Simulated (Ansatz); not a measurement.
A (111) slab of TaN (Fm-3m (No. 225)), 9 planes, outer planes N (top) and N (bottom), with 9 atoms (Ta4N5) in a surface cell of A = 8.370 Å², as cut from the bulk:

```xyz
9
Lattice="3.1088 0.0000 0.0000 -1.5544 2.6923 0.0000 0.0000 0.0000 25.1534" Properties=species:S:1:pos:R:3 pbc="T T T"
N     1.5544    0.8974    7.5000
Ta    0.0000    0.0000    8.7692
N     0.0000    1.7949   10.0383
Ta    1.5544    0.8974   11.3075
N     0.0000    0.0000   12.5767
Ta    0.0000    1.7949   13.8458
N     1.5544    0.8974   15.1150
Ta    0.0000    0.0000   16.3842
N     0.0000    1.7949   17.6534
```

Method: DFT r2SCAN, scalar-relativistic, plane waves, PAW in Ansatz 0.2.0. Plane waves to 500 eV, a k mesh through Γ of 12×12×1 on the computed 9-atom cell and Gaussian smearing (0.10 eV); no spin polarisation. The cell repeats along c with a dipole correction in the vacuum.

The relaxed slab holds 4 formula units of TaN and 1 further N. Against those formula units in the bulk and the further N in its standard state it lies -0.988 eV higher. The formation energy of TaN from the standard states is -1.924 eV a formula unit (uncorrected, no zero-point or thermal terms).

(1) Over what range can the chemical potential of N vary, and what is the surface energy at both ends?

(2) How does its energy depend on growth conditions?

Spin polarisation was left out, and a magnetic state may lie lower.

Results:

(1) In contact with the bulk, μ(N) + μ(Ta) is fixed. With Δμ counted from the standard states, Δμ(N) ≤ 0 keeps elemental N from forming, and Δμ(Ta) ≤ 0 requires Δμ(N) ≥ ΔH = -1.924 eV. Other compounds of N and Ta can narrow this range. Then γ, the mean of both faces, = [-0.988 eV − 1.00·Δμ(N)]/(2A). At the N-rich end (Δμ = 0): -0.988/(2 × 8.370) × 16.02 = -0.95 J/m². At the N-poor end: (-0.988 + 1.924)/(2 × 8.370) × 16.02 = 0.90 J/m².

(2) It carries an excess of N, so its energy falls by 0.96 J/m² for each eV that μ(N) rises: N-rich conditions lower it; whether it appears depends on the other terminations. A negative value at that end means that the bulk would rather take up more of this element, so other phases of the binary must be checked.

The reference crystal is the rock-salt form of TaN, which isn't its usual structure.